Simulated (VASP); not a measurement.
**InP: how numerical settings change the zone-centre modes**

Aim: test the modes of InP against the numerical settings. The starting structure is a measured crystal structure from the Crystallography Open Database.

Program: VASP 6.6.1. Level of theory: Kohn-Sham DFT with plane waves and PAW; LDA. Results are calculated unless marked as measured.

### Step 1. Set-up

Symmetry: F-43m, No. 216, cubic system. The conventional cell has a = 5.869 Å, b = 5.869 Å, c = 5.869 Å, α = 90.00°, β = 90.00°, γ = 90.00°. In has 4 P at 2.54 Å nearest. Nearest to P lie 4 In at 2.54 Å. Farther neighbours are not listed.

Coordinates:

```
In P
1.0
     0.00000    2.93435    2.93435
     2.93435    0.00000    2.93435
     2.93435    2.93435    0.00000
In P
1 1
Direct
  0.00000 0.00000 0.00000
  0.75000 0.75000 0.75000
```

### Step 2. Reference modes

The cell comes from a relaxation at this level, not shown (49.51 Å³).

File INCAR:

```
SYSTEM = InP
PREC = Accurate
ENCUT = 450
EDIFF = 1E-08
NELM = 100
ISMEAR = 0
SIGMA = 0.03
LREAL = .FALSE.
ALGO = Normal
GGA = CA
NBANDS = 15
LORBIT = 11
LWAVE = .FALSE.
LCHARG = .FALSE.
KPAR = 4
IBRION = 8
LEPSILON = .TRUE.
ISIF = 2
```

File POSCAR:

```
InP
1.0
    0.0000000000      2.9143661100      2.9143661100
    2.9143661100      0.0000000000      2.9143661100
    2.9143661100      2.9143661100      0.0000000000
In P
1 1
Direct
    0.0000000000      0.0000000000      0.0000000000
    0.7500000000      0.7500000000      0.7500000000
```

File KPOINTS:

```
Automatic mesh
0
Gamma
10 10 10
0 0 0
```

PAW data sets: In_d and P (LDA family, release 64).

Launch:

```console
$ mpirun -np 4 vasp_std
```

Log:

```text
[banner, memory and clock lines left out]
running    4 mpi-ranks, on    1 nodes
 distrk:  each k-point on    1 cores,    4 groups
 distr:  one band on    1 cores,    1 groups

 POSCAR found type information on POSCAR InP
 POSCAR found :  2 types and       2 ions
 LDA part: xc-table for (Slater(with rela. corr.)+CA(PZ))
 , standard interpolation
 POSCAR, INCAR and KPOINTS ok, starting setup
 FFT: planning ... GRIDC
 FFT: planning ... GRID_SOFT
 FFT: planning ... GRID
 WAVECAR not read
 entering main loop
       N       E                     dE             d eps       ncg     rms          rms(c)
DAV:   1     0.106299204816E+03    0.10630E+03   -0.77595E+03  1410   0.122E+03
DAV:   2    -0.278134443658E+01   -0.10908E+03   -0.10431E+03  1529   0.289E+02
DAV:   3    -0.991940081854E+01   -0.71381E+01   -0.71029E+01  1865   0.773E+01
DAV:   4    -0.101084469365E+02   -0.18905E+00   -0.18899E+00  1694   0.137E+01
DAV:   5    -0.101171815033E+02   -0.87346E-02   -0.87343E-02  2190   0.252E+00    0.598E+00
DAV:   6    -0.972268386320E+01    0.39450E+00   -0.61138E-01  2244   0.136E+01    0.357E+00
DAV:   7    -0.967980862727E+01    0.42875E-01   -0.15329E-01  2004   0.332E+00    0.119E+00
DAV:   8    -0.967458199807E+01    0.52266E-02   -0.13989E-02  1913   0.145E+00    0.401E-01
DAV:   9    -0.967433694849E+01    0.24505E-03   -0.11768E-03  1921   0.420E-01    0.182E-01
DAV:  10    -0.967436708954E+01   -0.30141E-04   -0.15498E-04  2192   0.138E-01    0.115E-01
DAV:  11    -0.967437074479E+01   -0.36552E-05   -0.26501E-05  2206   0.818E-02    0.637E-02
DAV:  12    -0.967436842470E+01    0.23201E-05   -0.51414E-06  1837   0.236E-02    0.130E-02
DAV:  13    -0.967436839090E+01    0.33795E-07   -0.36239E-07  1719   0.355E-03    0.111E-02
DAV:  14    -0.967436836070E+01    0.30196E-07   -0.45547E-08  1837   0.324E-03    0.323E-03
DAV:  15    -0.967436834999E+01    0.10712E-07   -0.33840E-08  1697   0.175E-03    0.851E-04
DAV:  16    -0.967436835006E+01   -0.69576E-10   -0.13302E-09   985   0.251E-04
   1 F= -.96743684E+01 E0= -.96743684E+01  d E =-.939260E-15
 Linear response reoptimize wavefunctions to high precision
DAV:   1    -0.967436835009E+01   -0.25921E-10   -0.22282E-10  1167   0.173E-04
 Linear response G [H, r] |phi>, progress :
  Direction:   1
       N       E                     dE             d eps       ncg     rms
RMM:   1    -0.477003685831E+02   -0.47700E+02    0.35670E+02  1828   0.132E+02
RMM:   2    -0.631917665942E+02   -0.15491E+02   -0.17922E+01  2660   0.328E+01
RMM:   3    -0.634955408427E+02   -0.30377E+00   -0.22975E+00  2713   0.119E+01
RMM:   4    -0.635076809268E+02   -0.12140E-01   -0.43514E-01  2754   0.494E+00
RMM:   5    -0.635151087668E+02   -0.74278E-02   -0.12645E-01  2815   0.211E+00
RMM:   6    -0.635163424388E+02   -0.12337E-02   -0.12232E-02  2907   0.753E-01
RMM:   7    -0.635168569733E+02   -0.51453E-03   -0.27289E-03  2922   0.272E-01
RMM:   8    -0.635168531064E+02    0.38669E-05   -0.29079E-04  3066   0.113E-01
RMM:   9    -0.635168720244E+02   -0.18918E-04   -0.13327E-05  2945   0.435E-02
RMM:  10    -0.635168832297E+02   -0.11205E-04    0.33736E-06  3040   0.163E-02
RMM:  11    -0.635168755159E+02    0.77138E-05   -0.10328E-04  2731   0.709E-03
RMM:  12    -0.635168243276E+02    0.51188E-04    0.77877E-05  2482   0.366E-03
RMM:  13    -0.635168861545E+02   -0.61827E-04   -0.12839E-04  2362   0.224E-03
RMM:  14    -0.635168785150E+02    0.76395E-05    0.59244E-07  2281   0.179E-03
RMM:  15    -0.635168767868E+02    0.17282E-05   -0.17767E-05  2074   0.153E-03
RMM:  16    -0.635168765826E+02    0.20426E-06   -0.12430E-06  1855   0.149E-03
RMM:  17    -0.635168767196E+02   -0.13702E-06   -0.77655E-06  1724   0.140E-03
RMM:  18    -0.635168765400E+02    0.17958E-06    0.22433E-06  1628   0.141E-03
 Linear response G [H, r] |phi>, progress :
  Direction:   2
       N       E                     dE             d eps       ncg     rms
RMM:   1    -0.474598996866E+02   -0.47460E+02    0.32872E+02  1819   0.130E+02
RMM:   2    -0.653418712194E+02   -0.17882E+02   -0.17912E+01  2659   0.315E+01
RMM:   3    -0.655676493744E+02   -0.22578E+00   -0.20642E+00  2693   0.114E+01
RMM:   4    -0.655764758425E+02   -0.88265E-02   -0.42339E-01  2764   0.474E+00
RMM:   5    -0.655808266039E+02   -0.43508E-02   -0.10725E-01  2769   0.192E+00
RMM:   6    -0.655814323245E+02   -0.60572E-03   -0.12136E-02  2875   0.727E-01
RMM:   7    -0.655817406375E+02   -0.30831E-03   -0.19691E-03  2845   0.259E-01
RMM:   8    -0.655817736020E+02   -0.32965E-04   -0.30967E-04  3059   0.112E-01
RMM:   9    -0.655817926127E+02   -0.19011E-04   -0.54411E-05  2918   0.422E-02
RMM:  10    -0.655817937316E+02   -0.11190E-05   -0.17836E-06  3014   0.156E-02
RMM:  11    -0.655817954907E+02   -0.17590E-05   -0.46993E-06  2753   0.683E-03
RMM:  12    -0.655817953770E+02    0.11363E-06   -0.21286E-05  2480   0.325E-03
RMM:  13    -0.655817953765E+02    0.48107E-09    0.51948E-08  2347   0.204E-03
 Linear response G [H, r] |phi>, progress :
  Direction:   3
       N       E                     dE             d eps       ncg     rms
RMM:   1    -0.414476062768E+02   -0.41448E+02    0.39279E+02  1786   0.142E+02
RMM:   2    -0.491684029542E+02   -0.77208E+01   -0.94073E+00  2593   0.327E+01
RMM:   3    -0.501022024212E+02   -0.93380E+00   -0.26930E+00  2677   0.121E+01
[...]
RMM:  14    -0.191832065460E+01   -0.37552E-06   -0.59471E-07  6798   0.106E-04    0.597E-05
RMM:  15    -0.191832010775E+01    0.54685E-06   -0.15350E-07  4273   0.753E-05    0.198E-05
RMM:  16    -0.191832042423E+01   -0.31648E-06   -0.17331E-07  2949   0.615E-05    0.567E-06
 change of polarisation eV/A/(eV/A) component  2 :     0.845     3.670     0.392
 dielectric tensor                  component  2 :     3.090    14.416     1.431
 Linear response to external field, progress :
  Direction:   3
       N       E                     dE             d eps       ncg     rms          rms(c)
RMM:   1    -0.132719334633E+01   -0.13272E+01   -0.59757E+00  6431   0.606E+00
RMM:   2    -0.192132984418E+01   -0.59414E+00   -0.67014E-02  9417   0.182E+00    0.186E+00
RMM:   3    -0.187103211732E+01    0.50298E-01   -0.32307E-02  9735   0.120E+00    0.110E+00
RMM:   4    -0.190234567156E+01   -0.31314E-01   -0.35286E-02  9515   0.119E+00    0.241E-01
RMM:   5    -0.191549602959E+01   -0.13150E-01   -0.41438E-03 10016   0.418E-01    0.826E-02
RMM:   6    -0.191750912384E+01   -0.20131E-02   -0.34487E-04  9981   0.153E-01    0.581E-02
RMM:   7    -0.191825052270E+01   -0.74140E-03   -0.22196E-04  9818   0.656E-02    0.111E-02
RMM:   8    -0.191834542374E+01   -0.94901E-04   -0.41978E-05  9846   0.341E-02    0.852E-03
RMM:   9    -0.191834543231E+01   -0.85629E-08    0.12754E-05 11047   0.898E-03    0.443E-03
RMM:  10    -0.191835084448E+01   -0.54122E-05   -0.24780E-06 10479   0.288E-03    0.274E-03
RMM:  11    -0.191832583200E+01    0.25012E-04   -0.24715E-07 10115   0.141E-03    0.406E-04
RMM:  12    -0.191831893772E+01    0.68943E-05    0.63410E-08 10330   0.560E-04    0.526E-04
RMM:  13    -0.191831747002E+01    0.14677E-05    0.35670E-07  9090   0.230E-04    0.132E-04
RMM:  14    -0.191831771109E+01   -0.24107E-06   -0.46775E-07  6822   0.106E-04    0.566E-05
RMM:  15    -0.191831765041E+01    0.60674E-07    0.15980E-07  4329   0.749E-05    0.158E-05
RMM:  16    -0.191831769301E+01   -0.42593E-07   -0.36640E-07  2949   0.611E-05    0.753E-06
 change of polarisation eV/A/(eV/A) component  3 :     0.688     0.629     3.670
 dielectric tensor                  component  3 :     2.514     2.297    14.416
 Linear response DOF=           2
 Linear response progress:
  Degree of freedom:   1/  2
       N       E                     dE             d eps       ncg     rms          rms(c)
RMM:   1    -0.234449112971E+00   -0.23445E+00   -0.65713E-02  6900   0.506E+00
RMM:   2    -0.237151359682E+00   -0.27022E-02   -0.15582E-02  8706   0.110E+00    0.930E-02
RMM:   3    -0.237103501944E+00    0.47858E-04   -0.18805E-03  9542   0.340E-01    0.478E-02
RMM:   4    -0.236914211054E+00    0.18929E-03   -0.23888E-04  9735   0.119E-01    0.239E-02
RMM:   5    -0.236877224623E+00    0.36986E-04   -0.52352E-05 10043   0.427E-02    0.814E-03
RMM:   6    -0.236886937805E+00   -0.97132E-05   -0.67059E-05 10231   0.150E-02    0.233E-03
RMM:   7    -0.236899125930E+00   -0.12188E-04   -0.69388E-05 10203   0.464E-03    0.663E-04
RMM:   8    -0.236890897607E+00    0.82283E-05   -0.10190E-05 10172   0.204E-03    0.344E-04
RMM:   9    -0.236889629478E+00    0.12681E-05   -0.10948E-05 10279   0.935E-04    0.116E-04
RMM:  10    -0.236889304711E+00    0.32477E-06   -0.20618E-06 10144   0.446E-04    0.102E-04
RMM:  11    -0.236889346866E+00   -0.42155E-07   -0.26386E-06 10740   0.237E-04    0.753E-05
RMM:  12    -0.236889124463E+00    0.22240E-06   -0.48439E-07 10654   0.143E-04    0.782E-05
RMM:  13    -0.236889080356E+00    0.44107E-07   -0.10709E-07 10310   0.929E-05    0.211E-05
RMM:  14    -0.236889090592E+00   -0.10235E-07    0.80371E-08 10013   0.692E-05    0.106E-05
[...]
RMM:  20    -0.236889088565E+00    0.80762E-08    0.14984E-07  7116   0.361E-05    0.327E-07
RMM:  21    -0.236889082178E+00    0.63879E-08    0.14922E-07  7027   0.356E-05    0.293E-07
RMM:  22    -0.236889079162E+00    0.30155E-08    0.14377E-07  6576   0.353E-05    0.146E-07
RMM:  23    -0.236889064651E+00    0.14511E-07    0.14290E-07  6496   0.351E-05    0.124E-07
RMM:  24    -0.236889094888E+00   -0.30237E-07    0.14012E-07  6379   0.351E-05    0.137E-07
RMM:  25    -0.236889084851E+00    0.10037E-07    0.13949E-07  6298   0.350E-05    0.155E-07
RMM:  26    -0.236889087209E+00   -0.23576E-08    0.13840E-07  6188   0.350E-05    0.128E-07
RMM:  27    -0.236889062045E+00    0.25164E-07    0.13778E-07  6119   0.349E-05    0.900E-08
 first order change of Fermi-energy   0.18245E-04
 force on displaced ion       1 direction 1 :  -8.250   0.000   0.000
 Born effective charge ion    1 direction 1 :   2.485   0.000   0.000
 Linear response progress:
  Degree of freedom:   2/  2
       N       E                     dE             d eps       ncg     rms          rms(c)
RMM:   1    -0.502428677898E-01   -0.50243E-01    0.34516E-02 10864   0.184E+00
RMM:   2    -0.482513318341E-01    0.19915E-02   -0.30770E-04  8354   0.654E-01    0.153E-01
RMM:   3    -0.488241796086E-01   -0.57285E-03   -0.15805E-03  9478   0.278E-01    0.586E-02
RMM:   4    -0.490694205652E-01   -0.24524E-03   -0.20930E-04  9636   0.104E-01    0.180E-02
RMM:   5    -0.490992079933E-01   -0.29787E-04   -0.24831E-05 10118   0.331E-02    0.110E-02
RMM:   6    -0.490897853459E-01    0.94226E-05   -0.70028E-06  9915   0.111E-02    0.399E-03
RMM:   7    -0.490896000653E-01    0.18528E-06   -0.55802E-07 10015   0.401E-03    0.177E-03
RMM:   8    -0.490922606075E-01   -0.26605E-05    0.84540E-08 10021   0.153E-03    0.424E-04
RMM:   9    -0.490923650448E-01   -0.10444E-06    0.16143E-06 11001   0.519E-04    0.231E-04
RMM:  10    -0.490923878421E-01   -0.22797E-07    0.43391E-07 10390   0.224E-04    0.592E-05
RMM:  11    -0.490924643412E-01   -0.76499E-07   -0.14450E-07 10668   0.939E-05    0.419E-05
RMM:  12    -0.490924807975E-01   -0.16456E-07   -0.22660E-08 10535   0.431E-05    0.451E-05
RMM:  13    -0.490924617027E-01    0.19095E-07   -0.61023E-08  9630   0.261E-05    0.581E-05
RMM:  14    -0.490924481549E-01    0.13548E-07   -0.76799E-08  8869   0.188E-05    0.507E-05
RMM:  15    -0.490924710922E-01   -0.22937E-07   -0.56090E-08  9440   0.175E-05    0.101E-04
RMM:  16    -0.490924736430E-01   -0.25508E-08   -0.56690E-08 10547   0.223E-05    0.648E-05
 first order change of Fermi-energy   0.82902E-04
 force on displaced ion       2 direction 1 :  -8.218  -0.000  -0.000
 Born effective charge ion    2 direction 1 :  -2.552   0.000   0.000
 Born effective charges drift removed
 Linear response finished
```

Wall time 2.4 min (4 MPI ranks of AMD EPYC 9R45, shared host); peak memory 1.4 GiB; 9.4 min of CPU time.

The logs omit lines about the potential files and the build; timing stands in the text.

OUTCAR, selected parts (step 2):

```text
ion  position               nearest neighbor table
   1  0.000  0.000  0.000-   2 2.52   2 2.52   2 2.52   2 2.52
   2  0.750  0.750  0.750-   1 2.52   1 2.52   1 2.52   1 2.52

  LATTYP: Found a face centered cubic cell.
 ALAT       =     5.8287322200

 Subroutine GETGRP returns: Found 24 space group operations
 (whereof 24 operations were pure point group operations)

The static configuration has the point symmetry T_d .

 Found     47 irreducible k-points:

   k-points           NKPTS =     47   k-points in BZ     NKDIM =     47   number of bands    NBANDS=     15

   dimension x,y,z NGX =    30 NGY =   30 NGZ =   30
   dimension x,y,z NGXF=    60 NGYF=   60 NGZF=   60

   ENCUT  =  450.0 eV  33.07 Ry    5.75 a.u.   7.13  7.13  7.13*2*pi/ulx,y,z

   NELECT =      18.0000    total number of electrons

 k-points in reciprocal lattice and weights: Automatic mesh
   0.00000000  0.00000000  0.00000000       0.001
   0.10000000  0.00000000  0.00000000       0.008
   0.20000000  0.00000000  0.00000000       0.008
   0.30000000  0.00000000  0.00000000       0.008
   0.40000000  0.00000000  0.00000000       0.008
   0.50000000  0.00000000  0.00000000       0.004
   0.10000000  0.10000000  0.00000000       0.006
   0.20000000  0.10000000  0.00000000       0.024
   0.30000000  0.10000000  0.00000000       0.024
[...]
-0.30000000  0.40000000  0.20000000       0.024
  -0.30000000  0.50000000  0.20000000       0.012

 average (electrostatic) potential at core
       1 -95.0720       2 -83.8433

  Total       -0.0002221     -0.0002221     -0.0002221      0.0000000      0.0000000      0.0000000
  in kB       -0.0071863     -0.0071863     -0.0071863      0.0000000      0.0000000      0.0000000
  external PRESSURE =      -0.0071863 kB  Pullay stress =       0.0000000 kB

  energy-cutoff  :      450.00
  volume of cell :       49.51
      direct lattice vectors                 reciprocal lattice vectors
     0.000000000  2.914366110  2.914366110    -0.171563895  0.171563895  0.171563895
     2.914366110  0.000000000  2.914366110     0.171563895 -0.171563895  0.171563895
     2.914366110  2.914366110  0.000000000     0.171563895  0.171563895 -0.171563895

 POSITION                                       TOTAL-FORCE (eV/Angst)
 -----------------------------------------------------------------------------------
      0.00000      0.00000      0.00000        -0.000000     -0.000000     -0.000000
      4.37155      4.37155      4.37155         0.000000      0.000000      0.000000
 -----------------------------------------------------------------------------------
    total drift:                                0.000000      0.000000      0.000000

 MACROSCOPIC STATIC DIELECTRIC TENSOR (including local field effects in DFT)
 ------------------------------------------------------
          14.415573    -0.000000    -0.000000
           0.000000    14.415573     0.000000
           0.000000    -0.000000    14.415573
 ------------------------------------------------------

 PIEZOELECTRIC TENSOR (including local field effects)  for field in x, y, z        (C/m^2)
          XX          YY          ZZ          XY          YZ          ZX
  --------------------------------------------------------------------------------
  x    -0.00000     0.00000     0.00000     0.00000     0.83038     0.00000
  y     0.00000     0.00000     0.00000     0.00000     0.00000     0.83038
  z     0.00000     0.00000     0.00000     0.83038     0.00000     0.00000

 BORN EFFECTIVE CHARGES (including local field effects) (in |e|, cummulative output)
 ---------------------------------------------------------------------------------
 ion    1
    1     2.52103     0.00000     0.00000
    2     0.00000     2.52103     0.00000
    3     0.00000     0.00000     2.52103
 ion    2
    1    -2.52103     0.00000     0.00000
    2     0.00000    -2.52103     0.00000
    3     0.00000     0.00000    -2.52103

 Eigenvectors and eigenvalues of the dynamical matrix
 ----------------------------------------------------

   1 f  =    9.077696 THz    57.036847 2PiTHz  302.799352 cm-1    37.542318 meV
             X         Y         Z           dx          dy          dz
      0.000000  0.000000  0.000000    -0.461636    0.000000    0.000000
      4.371549  4.371549  4.371549     0.887070    0.000000    0.000000

   2 f  =    9.077696 THz    57.036847 2PiTHz  302.799352 cm-1    37.542318 meV
             X         Y         Z           dx          dy          dz
      0.000000  0.000000  0.000000     0.000000    0.461636    0.000000
      4.371549  4.371549  4.371549     0.000000   -0.887070    0.000000

   3 f  =    9.077696 THz    57.036847 2PiTHz  302.799352 cm-1    37.542318 meV
             X         Y         Z           dx          dy          dz
      0.000000  0.000000  0.000000     0.000000    0.000000   -0.461636
      4.371549  4.371549  4.371549     0.000000    0.000000    0.887070

   4 f/i=    0.007285 THz     0.045774 2PiTHz    0.243006 cm-1     0.030129 meV
             X         Y         Z           dx          dy          dz
      0.000000  0.000000  0.000000     0.000000   -0.887070    0.000000
      4.371549  4.371549  4.371549     0.000000   -0.461636    0.000000

   5 f/i=    0.007285 THz     0.045774 2PiTHz    0.243006 cm-1     0.030129 meV
             X         Y         Z           dx          dy          dz
      0.000000  0.000000  0.000000     0.000000    0.000000    0.887070
      4.371549  4.371549  4.371549     0.000000    0.000000    0.461636

   6 f/i=    0.007285 THz     0.045774 2PiTHz    0.243006 cm-1     0.030129 meV
             X         Y         Z           dx          dy          dz
      0.000000  0.000000  0.000000    -0.887070    0.000000    0.000000
      4.371549  4.371549  4.371549    -0.461636    0.000000    0.000000

 MACROSCOPIC STATIC DIELECTRIC TENSOR IONIC CONTRIBUTION
 ------------------------------------------------------
           2.821269     0.000000     0.000000
           0.000000     2.821269     0.000000
           0.000000     0.000000     2.821269
 ------------------------------------------------------

 ELASTIC MODULI CONTR FROM IONIC RELAXATION (kBar)
 Direction    XX          YY          ZZ          XY          YZ          ZX
 --------------------------------------------------------------------------------
 XX          -0.0000      0.0000      0.0000     -0.0000      0.0000      0.0000
 YY           0.0000     -0.0000      0.0000     -0.0000     -0.0000     -0.0000
 ZZ           0.0000      0.0000     -0.0000      0.0000     -0.0000      0.0000
 XY          -0.0000     -0.0000      0.0000   -248.7938      0.0000      0.0000
 YZ           0.0000     -0.0000     -0.0000      0.0000   -248.7938      0.0000
 ZX           0.0000     -0.0000      0.0000      0.0000      0.0000   -248.7938
 --------------------------------------------------------------------------------

 PIEZOELECTRIC TENSOR IONIC CONTR  for field in x, y, z        (C/m^2)
          XX          YY          ZZ          XY          YZ          ZX
  --------------------------------------------------------------------------------
  x     0.00000    -0.00000    -0.00000     0.00000    -0.78834     0.00000
  y     0.00000    -0.00000     0.00000     0.00000     0.00000    -0.78834
  z    -0.00000    -0.00000     0.00000    -0.78834     0.00000     0.00000
```

Energies printed during the response cycles are not total energies of the cell.

Reference: the zone-centre mode is T2 302.8 cm⁻¹.

(Part 1 of 2 ends here.)

[Lines on the potential files, build, host, timing and source positions are cut from VASP's logs without a mark.]

[Logs are printed without paths, hosts, clocks, repeated set-up lines and the standing remarks that a program may print on its own settings, such as how far it seeks lower states.]

[Hosts, paths, dates, database ids (printed as entryN), source tags and the programs' standing remarks are cut or masked in the printed files.]
